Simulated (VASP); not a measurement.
Set up this calculation in VASP 6.6.1, as the native input.

```yaml
Task: single point
Functional: PBE
Potentials_or_basis: VASP PAW PBE potentials, release 64 (Ba_sv, Te)
Cutoff: 520 eV
k_mesh: 7 × 7 × 7
Occupations: fermi-dirac, width 0.05 eV
Spin: no spin polarisation
Further_INCAR_settings: ALGO = Normal; EDIFF = 1e-07; NBANDS = 15
```

The structure of BaTe lies in POSCAR:

```
BaTe
1.0
    0.0000000000      3.4100000000      3.4100000000
    3.4100000000      0.0000000000      3.4100000000
    3.4100000000      3.4100000000      0.0000000000
Ba Te
1 1
Direct
   -0.0040420000      0.0070370000     -0.0072940000
    0.5045320000      0.5000230000      0.5071330000
```

The cell isn't the ideal one: atoms moved at random, drawn with an rms of 0.05 Å.

The input as run:

INCAR

```
SYSTEM = BaTe
PREC = Accurate
ENCUT = 520
EDIFF = 1E-7
ISMEAR = -1
SIGMA = 0.05
LREAL = .FALSE.
LASPH = .TRUE.
NELM = 100
ALGO = Normal
ISIF = 2
LWAVE = .FALSE.
LCHARG = .TRUE.
GGA = PE
LELF = .TRUE.
LVHAR = .TRUE.
NBANDS = 15
```

KPOINTS

```
Automatic mesh
0
G
  7 7 7
  0 0 0
```

Potentials or basis: VASP PAW PBE potentials, release 64 (Ba_sv, Te).

The run is started by

```bash
$ cat potpaw_PBE.64/Ba_sv/POTCAR potpaw_PBE.64/Te/POTCAR > POTCAR
$ mpirun -np 1 vasp_std > vasp.out
```

Results of the run:

```
Pressure               : 4.3 GPa
Largest force          : 0.257 eV/Å
Band gap on the k mesh : 1.40 eV, indirect (least direct gap 1.77 eV)
```

Caveat: spin-orbit coupling is left out, which moves the levels of the heavy elements; an odd mesh through Γ misses points on the zone boundary, where band edges often lie.

It took 2.5 min on 1 thread of Intel(R) Xeon(R) Platinum 8488C (Sapphire Rapids) (shared host), peak memory 0.36 GiB.
